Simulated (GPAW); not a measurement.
The system is Fe3Ge.

```
Ge Fe
1.0
     0.00000    2.87559    2.87559
     2.87559    0.00000    2.87559
     2.87559    2.87559    0.00000
Ge Fe
1 3
Direct
  0.00000 0.00000 0.00000
  0.75000 0.75000 0.75000
  0.25000 0.25000 0.25000
  0.50000 0.50000 0.50000
```

The cell comes from a database or a generator and needn't be the stable form of this composition.

Program: GPAW 26.7.0. Alike in all runs: task band structure; potentials or basis PAW data sets generated in the run's folder for this functional, pw; spin collinear, ferromagnetic start; cell as given; k mesh 8 × 8 × 8; cutoff (eV) 600; smearing fermi-dirac 0.05 eV.

Question: Order these runs on this cell by their pressure, lowest first.
A. level PBEsol+U; U Fe d U = 6 eV
B. level PBEsol+U; U Fe d U = 8 eV
C. level PBEsol+U; U Fe d U = 2 eV
D. level PBEsol+U; U Fe d U = 3 eV
E. level PBEsol

Answer: E (-9.0 GPa), C (3.2 GPa), D (9.7 GPa), A (24.3 GPa), B (31.3 GPa).

Caveats: the U is typed as a test and isn't derived for this compound (some runs); a pressure of tens of GPa on the cell as given is suspect, and the run, the potentials or the cell itself is likely at fault (some runs).
